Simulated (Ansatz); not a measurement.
## Sensitivity of the gradients in HfO₂ to the input

This input was run with Ansatz:

```yaml
crystal:
  lattice:
    - [5.118, 0.0, 0.0]
    - [0.0, 5.1857, 0.0]
    - [-0.8586630598, 0.0, 5.2138671406]
  atoms:
    - { symbol: Hf, position: [0.2755, 0.0397, 0.208] }
    - { symbol: Hf, position: [0.7245, 0.5397, 0.292] }
    - { symbol: Hf, position: [0.7245, 0.9603, 0.792] }
    - { symbol: Hf, position: [0.2755, 0.4603, 0.708] }
    - { symbol: O, position: [0.4487, 0.7581, 0.4801] }
    - { symbol: O, position: [0.5513, 0.2581, 0.0199] }
    - { symbol: O, position: [0.5513, 0.2419, 0.5199] }
    - { symbol: O, position: [0.4487, 0.7419, 0.9801] }
    - { symbol: O, position: [0.0742, 0.3316, 0.3467] }
    - { symbol: O, position: [0.9258, 0.8316, 0.1533] }
    - { symbol: O, position: [0.9258, 0.6684, 0.6533] }
    - { symbol: O, position: [0.0742, 0.1684, 0.8467] }
kpoints:
  mp_grid: { grid: [6, 6, 6] }
scf:
  occupations: { method: cold, width: 0.01 }
  convergence: { dr2_threshold: 1.0e-09 }
hamiltonian:
  xc: pbe
  pseudopotentials: { kind: paw }
output:
  forces: true
  stress: true
  populations: true
  efg:
    quadrupole_moments_barn: { Hf: 3.365, O: -0.02558 }
    contact_densities: true
basis:
  ecutwfc: "250 eV"
```

It converged. Of its output the block on the nuclei alone is shown, without the SCF iterations, energies, forces and stress (one atom of each set):

```
--- PAW observables at the nuclei: V_zz in 10²¹ V/m², potentials from the cell's mean, atoms counted from 1 ---
  atom   1  Hf V_zz =   +11.550918   η = 0.5947   by run symmetry: allowed   C_q = +939.8443 MHz
            electrostatic potential = -14174.406053 V   contact ρ = 7528599.350489 e/Å³
  atom   5  O  V_zz =    +0.902569   η = 0.7212   by run symmetry: allowed   C_q = -0.5583 MHz
            electrostatic potential = -627.223327 V   contact ρ = 2156.952784 e/Å³
  atom   9  O  V_zz =    +1.067025   η = 0.6673   by run symmetry: allowed   C_q = -0.6600 MHz
            electrostatic potential = -627.659699 V   contact ρ = 2157.045478 e/Å³
```

Task: Can these gradients be trusted, and how do they compare with a run on standard settings?

Result: Not as converged values. Against the standard input the change is `basis.ecutwfc`: not typed → 250 eV; `scf.occupations.method`: fermi_dirac → cold; `scf.occupations.width`: 0.02 → 0.01; `scf.convergence.dr2_threshold`: not typed → 1e-09. A site carries the number of its first atom; V_zz in 10²¹ V/m².

```
site  V_zz standard  η standard  V_zz here  η here
  Hf          12.08        0.54      11.55    0.59
  O5           1.02        0.80       0.90    0.72
  O9           1.25        0.74       1.07    0.67
```

The largest change of V_zz is on Hf, from 12.08 to 11.55. In per cent, |V_zz| changes by -4 on Hf, -15 to -11 on O (all sites that start above 0.5). SCF iterations: 7 and 10. New warnings: cutoff below recommended. In the changed run the cutoff of 250 eV lies below the one recommended for these PAW files, so its values aren't converged ones.

On the reference run: At this cell the PBE pressure is 6 GPa, so with PBE the cell would grow if it were relaxed. The largest force is 0.5 eV/Å, so the atoms aren't at the calculated equilibrium and relaxing them would move these values. Without spin–orbit coupling the gradients at and beside Hf can be off by some per cent, at some sites by more.
